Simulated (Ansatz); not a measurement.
Input and output of a single-point calculation on CdSe (F-43m) from a database structure (Ansatz, r2SCAN0). Cell and atoms come from a relaxation with r2SCAN.

```yaml
crystal:
  lattice:
    - [0.0, 3.0678017005, 3.0678017005]
    - [3.0678017005, 0.0, 3.0678017005]
    - [3.0678017005, 3.0678017005, 0.0]
  atoms:
    - { symbol: Cd, position: [0.0, 0.0, 0.0] }
    - { symbol: Se, position: [0.75, 0.75, 0.75] }
kpoints:
  mp_grid: { grid: [6, 6, 6] }
  band_path:
    path:
      - [0.0, 0.0, 0.0]
      - [-0.5, -0.5, 0.0]
      - [-0.375, -0.375, 0.25]
      - [-0.375, 0.0, 0.375]
      - [0.0, 0.0, 0.5]
      - [-0.5, -0.25, 0.25]
    npoints: 1
hamiltonian:
  xc: r2scan0
scf:
  occupations: { method: fixed }
  n_extra_bands: 4
output:
  forces: true
  stress: true
  eigenvalues: true
  write_density: true
  write_potential: true
  elf: true
  volumetric_format: npy
```

Some lines of the output have been replaced by numbered gaps.
```
scf.n_extra_bands = 4 over 18 filled bands (N_el = 36.0): the run solves 22 bands
Functional definition: r2SCAN0
Crystal: 2 atoms, lattice volume = 57.745 Å³
[1]
Symmetry: 24 space group operations
Space group: F-43m (ITA 216)
k-points: 16 of 216 (time reversal used)
Exchange kernel: α = 0.2500, full range, Wigner–Seitz truncation, v(0) = 18644.7201 eV·Å³, q-mesh 6×6×6
hybrid outer 1: dexx = +6.681e-3 eV, tail = 2.90e-5 eV
hybrid outer 2: dexx = +5.189e-7 eV, tail = 3.06e-8 eV, Δε = 1.82e-3 eV
NSCF: frozen V_eff on 6 k-points
Free energy (F): -13746.965300 eV
[2]
--- Per-component energies (eV) ---
  E_band       = -1047.743691
  E_kinetic    = 624.681748
  E_local      = -6442.378277
  E_nonlocal   = -561.230323
  E_hartree    = 3063.476233
  E_xc         = -206.274048
  E_vxc        = -267.657219
  E_exx        = -171.709564
  E_paw        = -5918.698169
  E_vpaw       = -199.897230
  E_vtau       = 15.202512
  E_ewald      = -4131.609513
  E_core_change = -3.223185
--- Forces (eV/Å), atoms counted from 1 ---
  atom   1  Cd      0.00000      0.00000      0.00000
  atom   2  Se      0.00000      0.00000      0.00000
--- Stress (GPa, compression-positive) ---
       -0.683085       0.000000       0.000000
        0.000000      -0.683085       0.000000
        0.000000       0.000000      -0.683085
  P = ⅓ Tr σ = -0.6831 GPa (-6.831 kbar)
--- Band table (eV; the first three rows and the last of 16) ---
[3]
```

The rows of the band table are 0: (0, 0, 0) = Γ, 1: (0, 0, 1/6), 2: (0, 0, 1/3), 15: (1/6, -1/2, -1/3).

Question: What stood in the gaps? They hold the Fermi energy and the band table, cutoff and plane waves at Γ.

Answer:
```
[1]
Basis set: ecut = 500 eV, 1459 PW (Γ)
[2]
Fermi energy:    5.994008 eV
[3]
  k-point 0: bands = […, -3.3953, -3.0363, -3.0363, 5.9940, 5.9940, 5.9940, 8.3688, 14.0168, 14.0168, 14.0168]
  k-point 1: bands = […, -3.2937, -3.0371, -3.0371, 4.3261, 5.7756, 5.7756, 9.6510, 13.6864, 14.3577, 14.3577]
  k-point 2: bands = […, -3.0285, -3.0285, -2.9744, 2.2984, 5.3860, 5.3860, 10.2926, 14.5073, 14.5626, 14.5626]
  k-point 15: bands = […, -3.0976, -3.0120, -2.5354, 1.8154, 3.7134, 3.7869, 12.0986, 12.6465, 15.6887, 16.0233]
```
The trailing digits, and the zero of the energies, depend on the potentials and thresholds.

With r2SCAN0 the gap is 2.37 eV and direct, at Γ. The gap is the least over the mesh and the extra points. The mean pressure is -0.7 GPa (compression positive), so r2SCAN0 would shrink the cell's volume. (The program warns that its thresholds are loose for a hybrid's stress.)

Wall time 48 s on 1 × NVIDIA H100 80GB HBM3 with 2 threads of AMD EPYC 7R13 Processor (Zen 3) (shared host), load about 2.2 per core; peak host memory 3.1 GiB.

Calculated for a static, non-magnetic cell.

Spin-orbit coupling is left out.

The meshes of the hybrids are coarse, so their gaps aren't converged to the digits shown.
